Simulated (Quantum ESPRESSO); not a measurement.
# Ir (Fm-3m) in Quantum ESPRESSO: a series of runs

One crystal, Ir, is run at these levels: PBEsol; tasks: relaxation of cell and atoms.

Program: Quantum ESPRESSO 7.5. These are calculated values, not measurements. Logs are shortened: lines on timing, memory, paths and dates and some standing lists are left out, and cuts for length are marked.

### 1 Starting point

It takes space group Fm-3m (No. 225, cubic). Conventional cell: a = 3.831 Å, b = 3.831 Å, c = 3.831 Å, α = 90.00°, β = 90.00°, γ = 90.00°. Ir (site symmetry m-3m) has 12 Ir at 2.71 Å as nearest neighbours.

### 2 Relaxation of cell and atoms, PBEsol, target pressure 20 GPa, at which the enthalpy is minimised

The input, pw.in:

```
&CONTROL
  calculation = 'vc-relax'
  prefix = 'pwscf'
  outdir = './tmp'
  pseudo_dir = './pseudo'
  tprnfor = .true.
  tstress = .true.
  disk_io = 'low'
  nstep = 40
  forc_conv_thr = 0.0004
  etot_conv_thr = 1d-05
/
&SYSTEM
  ibrav = 0
  nat = 1
  ntyp = 1
  ecutwfc = 52
  ecutrho = 414
  nbnd = 13
  occupations = 'smearing'
  smearing = 'fd'
  degauss = 0.00367493
/
&ELECTRONS
  conv_thr = 2d-10
  electron_maxstep = 120
  mixing_beta = 0.5
/
&IONS
  ion_dynamics = 'bfgs'
/
&CELL
  cell_dynamics = 'bfgs'
  press = 200
  press_conv_thr = 0.3
/
ATOMIC_SPECIES
Ir   192.2170 ir_pbesol_v1.2.uspp.F.UPF
CELL_PARAMETERS angstrom
   0.0000000000    1.9156000000    1.9156000000
   1.9156000000    0.0000000000    1.9156000000
   1.9156000000    1.9156000000    0.0000000000
ATOMIC_POSITIONS angstrom
Ir     0.0000000000    0.0000000000    0.0000000000
K_POINTS automatic
12 12 12 0 0 0
```

Potentials or basis: GBRV 1.5 PBEsol.

Launch:

```bash
$ OMP_NUM_THREADS=1 mpirun -n 2 pw.x -nk 2 -in pw.in > pw.out
```

pw.out:

```text
This program is part of the open-source Quantum ESPRESSO suite
     for quantum simulation of materials; please cite
[... 6 lines left out ...]
     using ibrav=0 with symmetry is DISCOURAGED, use correct ibrav instead

     K-points division:     npool     =       2
     Subspace diagonalization in iterative solution of the eigenvalue problem:
     a serial algorithm will be used

     G-vector sticks info
     --------------------
     sticks:   dense  smooth     PW     G-vecs:    dense   smooth      PW
     Sum         745     379    121                13539     4909     941

     Using Slab Decomposition

     bravais-lattice index     =            0
     lattice parameter (alat)  =       5.1194  a.u.
     unit-cell volume          =      94.8727 (a.u.)^3
     number of atoms/cell      =            1
     number of atomic types    =            1
     number of electrons       =        15.00
     number of Kohn-Sham states=           13
     kinetic-energy cutoff     =      52.0000  Ry
     charge density cutoff     =     414.0000  Ry
     scf convergence threshold =      2.0E-10
     mixing beta               =       0.5000
     number of iterations used =            8  plain     mixing
     energy convergence thresh.=      1.0E-05
     force convergence thresh. =      4.0E-04
     press convergence thresh. =      3.0E-01
     Exchange-correlation= SLA  PW   PSX  PSC
                           (   1   4  10   8   0   0   0)
     nstep                     =           40

     celldm(1)=   5.119396  celldm(2)=   0.000000  celldm(3)=   0.000000
     celldm(4)=   0.000000  celldm(5)=   0.000000  celldm(6)=   0.000000

     crystal axes: (cart. coord. in units of alat)
               a(1) = (   0.000000   0.707107   0.707107 )
               a(2) = (   0.707107   0.000000   0.707107 )
               a(3) = (   0.707107   0.707107   0.000000 )

     reciprocal axes: (cart. coord. in units 2 pi/alat)
               b(1) = ( -0.707107  0.707107  0.707107 )
               b(2) = (  0.707107 -0.707107  0.707107 )
               b(3) = (  0.707107  0.707107 -0.707107 )

     PseudoPot. # 1 for Ir read from file:
     ir_pbesol_v1.2.uspp.F.UPF
     Pseudo is Ultrasoft + core correction, Zval = 15.0
     Generated by new atomic code, or converted to UPF format
     Using radial grid of  983 points,  7 beta functions with:
                l(1) =   0
                l(2) =   0
                l(3) =   1
                l(4) =   1
                l(5) =   1
                l(6) =   2
                l(7) =   2
     Q(r) pseudized with  8 coefficients,  rinner =    1.400   1.400   1.400
                                                       1.400   1.400

     atomic species   valence    mass     pseudopotential
     Ir               15.00   192.21700     Ir( 1.00)

     48 Sym. Ops., with inversion, found

   Cartesian axes

     site n.     atom                  positions (alat units)
         1        Ir     tau(   1) = (   0.0000000   0.0000000   0.0000000  )

     number of k points=    72  Fermi-Dirac smearing, width (Ry)=  0.0037
                       cart. coord. in units 2pi/alat
        k(    1) = (   0.0000000   0.0000000   0.0000000), wk =   0.0011574
        k(    2) = (   0.0589256   0.0589256  -0.0589256), wk =   0.0092593
        k(    3) = (   0.1178511   0.1178511  -0.1178511), wk =   0.0092593
        k(    4) = (   0.1767767   0.1767767  -0.1767767), wk =   0.0092593
        k(    5) = (   0.2357023   0.2357023  -0.2357023), wk =   0.0092593
        k(    6) = (   0.2946278   0.2946278  -0.2946278), wk =   0.0092593
[... 64 lines left out ...]
        k(   71) = (  -0.7071068   0.2357023   0.0000000), wk =   0.0138889
        k(   72) = (  -0.7071068   0.3535534   0.0000000), wk =   0.0069444

     Dense  grid:    13539 G-vectors     FFT dimensions: (  36,  36,  36)

     Smooth grid:     4909 G-vectors     FFT dimensions: (  24,  24,  24)

     Initial potential from superposition of free atoms

     starting charge      14.5000, renormalised to      15.0000

     negative rho (up, down):  3.724E-01 0.000E+00
     Starting wfcs are   12 randomized atomic wfcs +    1 random wfcs

     Self-consistent Calculation

     iteration #  1     ecut=    52.00 Ry     beta= 0.50
     Davidson diagonalization with overlap
     ethr =  1.00E-02,  avg # of iterations =  4.2
[... 453 lines left out ...]
     negative rho (up, down):  3.137E-01 0.000E+00
          total   stress  (Ry/bohr**3)                   (kbar)     P=      -12.70
  -0.00008633   0.00000000   0.00000000          -12.70        0.00        0.00
   0.00000000  -0.00008633   0.00000000            0.00      -12.70        0.00
   0.00000000   0.00000000  -0.00008633            0.00        0.00      -12.70

     BFGS Geometry Optimization
     Energy error            =      1.5E-02 Ry
     Gradient error          =      0.0E+00 Ry/Bohr
     Cell gradient error     =      2.1E+02 kbar

     number of scf cycles    =   1
     number of bfgs steps    =   0
[... 484 lines left out ...]
     enthalpy           old  =    -181.5350672618 Ry
     enthalpy           new  =    -181.5326209295 Ry

     CASE: enthalpy          _new > enthalpy          _old

     new trust radius        =       0.0296847228 bohr
     new conv_thr            =       0.0000000002 Ry

     new unit-cell volume =     90.52324 a.u.^3 (    13.41416 Ang^3 )
     density =     23.79454 g/cm^3
[... 467 lines left out ...]
     enthalpy           old  =    -181.5350672618 Ry
     enthalpy           new  =    -181.5385179575 Ry

     CASE: enthalpy          _new < enthalpy          _old

     new trust radius        =       0.0016505116 bohr
     new conv_thr            =            2.0E-12 Ry

     new unit-cell volume =     90.28789 a.u.^3 (    13.37929 Ang^3 )
     density =     23.85657 g/cm^3
[... 16 lines left out ...]
     iteration #  1     ecut=    52.00 Ry     beta= 0.50
     Davidson diagonalization with overlap
     ethr =  1.00E-06,  avg # of iterations =  2.0

     Threshold (ethr) on eigenvalues was too large:
     Diagonalizing with lowered threshold

     Davidson diagonalization with overlap
     ethr =  1.25E-08,  avg # of iterations =  2.0

     negative rho (up, down):  3.125E-01 0.000E+00
[... 446 lines left out ...]
     enthalpy           old  =    -181.5385179575 Ry
     enthalpy           new  =    -181.5385261431 Ry

     CASE: enthalpy          _new < enthalpy          _old

     new trust radius        =       0.0001557799 bohr
     new conv_thr            =            2.0E-12 Ry

     new unit-cell volume =     90.31010 a.u.^3 (    13.38258 Ang^3 )
     density =     23.85070 g/cm^3
[... 16 lines left out ...]
     iteration #  1     ecut=    52.00 Ry     beta= 0.50
     Davidson diagonalization with overlap
     ethr =  1.00E-06,  avg # of iterations =  2.0

     Threshold (ethr) on eigenvalues was too large:
     Diagonalizing with lowered threshold

     Davidson diagonalization with overlap
     ethr =  1.13E-10,  avg # of iterations =  2.0

     negative rho (up, down):  3.125E-01 0.000E+00
[... 421 lines left out ...]
     Energy error            =      8.9E-08 Ry
     Gradient error          =      0.0E+00 Ry/Bohr
     Cell gradient error     =      1.4E-02 kbar

     bfgs converged in   5 scf cycles and   3 bfgs steps
     (criteria: energy <  1.0E-05 Ry, force <  4.0E-04 Ry/Bohr, cell <  3.0E-01 kbar)

     End of BFGS Geometry Optimization

     Final enthalpy           =    -181.5385262324 Ry

Begin final coordinates
     new unit-cell volume =     90.31010 a.u.^3 (    13.38258 Ang^3 )
     density =     23.85070 g/cm^3

CELL_PARAMETERS (angstrom)
   0.000000000   1.884386155   1.884386155
   1.884386155   0.000000000   1.884386155
   1.884386155   1.884386155   0.000000000

ATOMIC_POSITIONS (angstrom)
Ir               0.0000000000        0.0000000000        0.0000000000
End final coordinates

     Final scf calculation at the relaxed structure.
     The G-vectors are recalculated for the final unit cell
     Results may differ from those at the preceding step.

     G-vector sticks info
     --------------------
     sticks:   dense  smooth     PW     G-vecs:    dense   smooth      PW
     Sum         733     367    121                12891     4621     893

     Using Slab Decomposition

     bravais-lattice index     =            0
     lattice parameter (alat)  =       5.1194  a.u.
     unit-cell volume          =      90.3101 (a.u.)^3
     number of atoms/cell      =            1
     number of atomic types    =            1
     number of electrons       =        15.00
     number of Kohn-Sham states=           13
     kinetic-energy cutoff     =      52.0000  Ry
     charge density cutoff     =     414.0000  Ry
     scf convergence threshold =      2.0E-12
     mixing beta               =       0.5000
     number of iterations used =            8  plain     mixing
     press convergence thresh. =      3.0E-01
     Exchange-correlation= SLA  PW   PSX  PSC
                           (   1   4  10   8   0   0   0)

     celldm(1)=   5.119396  celldm(2)=   0.000000  celldm(3)=   0.000000
     celldm(4)=   0.000000  celldm(5)=   0.000000  celldm(6)=   0.000000

     crystal axes: (cart. coord. in units of alat)
               a(1) = (   0.000000   0.695585   0.695585 )
               a(2) = (   0.695585   0.000000   0.695585 )
               a(3) = (   0.695585   0.695585   0.000000 )

     reciprocal axes: (cart. coord. in units 2 pi/alat)
               b(1) = ( -0.718820  0.718820  0.718820 )
               b(2) = (  0.718820 -0.718820  0.718820 )
               b(3) = (  0.718820  0.718820 -0.718820 )

     PseudoPot. # 1 for Ir read from file:
     ir_pbesol_v1.2.uspp.F.UPF
     Pseudo is Ultrasoft + core correction, Zval = 15.0
     Generated by new atomic code, or converted to UPF format
     Using radial grid of  983 points,  7 beta functions with:
                l(1) =   0
                l(2) =   0
                l(3) =   1
                l(4) =   1
                l(5) =   1
                l(6) =   2
                l(7) =   2
     Q(r) pseudized with  8 coefficients,  rinner =    1.400   1.400   1.400
                                                       1.400   1.400

     atomic species   valence    mass     pseudopotential
     Ir               15.00   192.21700     Ir( 1.00)

     48 Sym. Ops., with inversion, found

   Cartesian axes

     site n.     atom                  positions (alat units)
         1        Ir     tau(   1) = (   0.0000000   0.0000000   0.0000000  )

     number of k points=    72  Fermi-Dirac smearing, width (Ry)=  0.0037
                       cart. coord. in units 2pi/alat
        k(    1) = (   0.0000000   0.0000000   0.0000000), wk =   0.0011574
        k(    2) = (   0.0599016   0.0599016  -0.0599016), wk =   0.0092593
        k(    3) = (   0.1198033   0.1198033  -0.1198033), wk =   0.0092593
        k(    4) = (   0.1797049   0.1797049  -0.1797049), wk =   0.0092593
        k(    5) = (   0.2396065   0.2396065  -0.2396065), wk =   0.0092593
        k(    6) = (   0.2995082   0.2995082  -0.2995082), wk =   0.0092593
[... 64 lines left out ...]
        k(   71) = (  -0.7188196   0.2396065  -0.0000000), wk =   0.0138889
        k(   72) = (  -0.7188196   0.3594098   0.0000000), wk =   0.0069444

     Dense  grid:    12891 G-vectors     FFT dimensions: (  36,  36,  36)

     Smooth grid:     4621 G-vectors     FFT dimensions: (  24,  24,  24)

     Initial potential from superposition of free atoms

     starting charge      14.5000, renormalised to      15.0000

     negative rho (up, down):  3.717E-01 0.000E+00
     Starting wfcs are   12 randomized atomic wfcs +    1 random wfcs

     Self-consistent Calculation

     iteration #  1     ecut=    52.00 Ry     beta= 0.50
     Davidson diagonalization with overlap
     ethr =  1.00E-06,  avg # of iterations = 13.2
[... 471 lines left out ...]
     negative rho (up, down):  3.126E-01 0.000E+00
          total   stress  (Ry/bohr**3)                   (kbar)     P=      201.63
   0.00137067   0.00000000   0.00000000          201.63        0.00        0.00
   0.00000000   0.00137067  -0.00000000            0.00      201.63       -0.00
   0.00000000  -0.00000000   0.00137067            0.00       -0.00      201.63

=------------------------------------------------------------------------------=
   JOB DONE.
=------------------------------------------------------------------------------=
```

Run time: 25 s. Hardware: 2 MPI ranks of Arm Neoverse V1, shared host; peak memory 0.16 GiB.

What came out:

* Free energy: -2471.6247 eV
* Relaxed volume: 13.38 Å³/atom
* Relaxed cell: a = 2.665 Å, b = 2.665 Å, c = 2.665 Å, α = 60.00°, β = 60.00°, γ = 60.00°
* Space group after relaxing (to 0.05 Å): Fm-3m (No. 225)
* Energy change on relaxing (the enthalpy is what falls): +37.3 meV/atom
* Ionic steps: 5
* Pressure after relaxing: 20.2 GPa
* Band gap on the k mesh: none (metal or under the smearing width)

The path:
| step | energy change (eV) | largest force (eV/Å) | pressure (GPa) | volume (Å³) |
| --- | --- | --- | --- | --- |
| 1 | 0.0000 | 0.0000 | -1.27 | 14.06 |
| 2 | 0.2168 | 0.0000 | 54.38 | 12.59 |
| 3 | 0.0335 | 0.0000 | 18.86 | 13.41 |
| 4 | 0.0377 | 0.0000 | 20.12 | 13.38 |
| 5 | 0.0373 | 0.0000 | 20.00 | 13.38 |

Final structure:
```
Ir
1.0
     0.00000    1.88439    1.88439
     1.88439    0.00000    1.88439
     1.88439    1.88439    0.00000
Ir
1
Direct
  0.00000 0.00000 0.00000
```

Levels at points of the mesh, in eV from the Fermi level:
| k point | band 3 | band 4 | band 5 | band 6 | band 7 | band 8 | band 9 | band 10 | band 11 | band 12 |
| --- | --- | --- | --- | --- | --- | --- | --- | --- | --- | --- |
| (0.00, 0.00, 0.00) | -49.47 | -11.73 | -4.28 | -4.28 | -4.28 | -1.33 | -1.33 | 10.69 | 13.40 | 19.22 |
| (0.00, 0.00, -0.50) | -49.60 | -8.74 | -4.40 | -4.40 | -0.92 | 0.96 | 0.96 | 7.87 | 10.69 | 13.07 |
| (0.00, -0.50, -0.50) | -49.82 | -8.62 | -8.02 | 0.94 | 1.60 | 1.60 | 1.68 | 10.64 | 11.40 | 11.71 |

[end of part 1 of 2]
